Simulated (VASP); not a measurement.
Wanted: the native input for a VASP 6.6.1 run.

```yaml
Task: relaxation of shape and atoms at fixed volume
Functional: LDA
Potentials_or_basis: VASP PAW LDA potentials, release 64 (Ba_sv, Ti_sv, O)
Cutoff: 600 eV
k_mesh: 7 × 7 × 7
Occupations: gaussian, width 0.03 eV
Spin: no spin polarisation
Further_INCAR_settings: ALGO = Normal; EDIFF = 1e-07; IBRION = 2; EDIFFG = -0.01; NSW = 40; ISIF = 4
```

The structure of BaTiO3 lies in POSCAR:

```
BaTiO3                                  
1.0
    2.7990509242      1.6160328045      2.2889865317
   -2.7990509242      1.6160328045      2.2889865317
    0.0000000000     -3.2320656091      2.2889865317
  Ba              Ti              O             
     1     1     3
Direct
     0.9996531987002086    0.9996531987002086    0.9996531987002086
     0.4905882828576651    0.4905882828576651    0.4905882828576651
     0.5080924305203212    0.5080924305203212    0.0127736574014818
     0.0127736574014818    0.5080924305203212    0.5080924305203212
     0.5080924305203212    0.0127736574014818    0.5080924305203212
```

One way to write it, as run:

INCAR

```
  PREC = Accurate
  ENCUT = 600
  EDIFF = 1E-7
  ISMEAR = 0
  SIGMA = 0.03
  LREAL = F
  LASPH = T
  NELM = 80
  ALGO = Normal
  ISIF = 4
  LWAVE = F
  LCHARG = F
  IBRION = 2
  NSW = 40
  EDIFFG = -0.01
  KPAR = 2
```

KPOINTS

```
Automatic mesh
0
Gamma
  7 7 7
```

Potentials or basis: VASP PAW LDA potentials, release 64 (Ba_sv, Ti_sv, O).

Command:

```console
$ cat potpaw_LDA.64/Ba_sv/POTCAR potpaw_LDA.64/Ti_sv/POTCAR potpaw_LDA.64/O/POTCAR > POTCAR
$ mpirun -np 2 vasp_std > vasp.out
```

Results of the run:

* Pressure after relaxing: 0.0 GPa
* Largest force after relaxing: 0.003 eV/Å
* Band gap on the k mesh: 2.11 eV, indirect (least direct gap 2.30 eV)

Caveat: the relaxation stopped at its first step, so nothing moved; spin-orbit coupling is left out, which moves the levels of the heavy elements; an odd mesh through Γ misses points on the zone boundary, where band edges often lie.

Wall time 27 s on 2 MPI ranks on Intel(R) Xeon(R) Platinum 8375C CPU @ 2.90GHz (Ice Lake), on a shared host, peak memory 0.2 GiB a rank.
